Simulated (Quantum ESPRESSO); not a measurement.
The system is SiO2.

```xyz
6
Lattice="-2.4773 2.4773 3.6557 2.4773 -2.4773 3.6557 2.4773 2.4773 -3.6557" Properties=species:S:1:pos:R:3 pbc="T T T"
Si    0.0000    2.4773    1.8278
Si    0.0000    0.0000    0.0000
O    -0.4795    3.7159    0.9139
O    -1.2386    1.9978    2.7418
O     1.2386    2.9568    2.7418
O     0.4795    1.2386    0.9139
```

The cell comes from a database or a generator and needn't be the stable form of this composition.

```yaml
Program: Quantum ESPRESSO 7.5
Task: single point
Functional: PBE
Potentials_or_basis: SSSP 1.3 efficiency PBE
Cutoff: 748 eV
Density_cutoff: 5987 eV
k_mesh: 8 × 8 × 8
Occupations: fermi-dirac, width 0.05 eV
Spin: no spin polarisation
```

On this cell: pressure 4.8 GPa; largest force 0.300 eV/Å; band gap on the k mesh 5.93 eV, direct.

The same run follows on a disturbed copy (atoms moved at random, drawn with an rms of 0.05 Å):

```
Si O
1.0
    -2.47729    2.47729    3.65567
     2.47729   -2.47729    3.65567
     2.47729    2.47729   -3.65567
Si O
2 4
Direct
  0.74618 0.24992 0.50364
  0.00524 0.99513 0.00944
  0.87470 0.03536 0.65694
  0.78566 0.13328 0.16771
  0.96721 0.61505 0.83692
  0.38207 0.22429 0.35237
```

What does the disturbed cell give?

The energy moves by +35.7 meV/atom; pressure 6.8 GPa; largest force 2.815 eV/Å; band gap on the k mesh 5.86 eV, direct.

Forces on the atoms (eV/Å):
```
Si  -1.246  0.623  0.565
Si   0.184 -1.486  0.788
O   -0.341  2.204 -1.718
O   -1.151 -0.280  0.503
O    2.019  0.751  1.337
O    0.534 -1.811 -1.475
```

Stress tensor (GPa, compression positive):
```
 6.97 -0.98  1.98
-0.98  6.84  3.13
 1.98  3.13  6.65
```

A k mesh can miss the band edges.
